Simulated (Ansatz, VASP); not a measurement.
## Ru: VASP beside Ansatz

```
Ru
1.0
     1.35145   -2.34077    0.00000
     1.35145    2.34077    0.00000
     0.00000    0.00000    4.26437
Ru
2
Direct
  0.66667 0.33333 0.25000
  0.33333 0.66667 0.75000
```

Alike in both runs: task single point; functional r2SCAN; k mesh 15 × 15 × 9; occupations fermi-dirac, width 0.05 eV; no spin polarisation.

|  | VASP | Ansatz |
| --- | --- | --- |
| version | VASP 6.6.1 | Ansatz 0.2.0 |
| potentials or method | VASP PAW PBE potentials, release 64 (Ru_pv) | PAW with Ansatz's default frozen-core files, scalar-relativistic |
| plane-wave cutoff (eV) | 520 | 500 |
| valence electrons in the cell | 28 | 32 |

```tsv
	VASP	Ansatz	Ansatz less VASP
pressure (GPa)	1.5	0.0	-1.54
largest component of the traceless stress (GPa)	0.53	0.42	-0.115
```

The two sets of potentials don't hold the same shells in valence.

Caveats: the PAW data sets were made with another functional, which shifts forces and pressure a little (VASP).
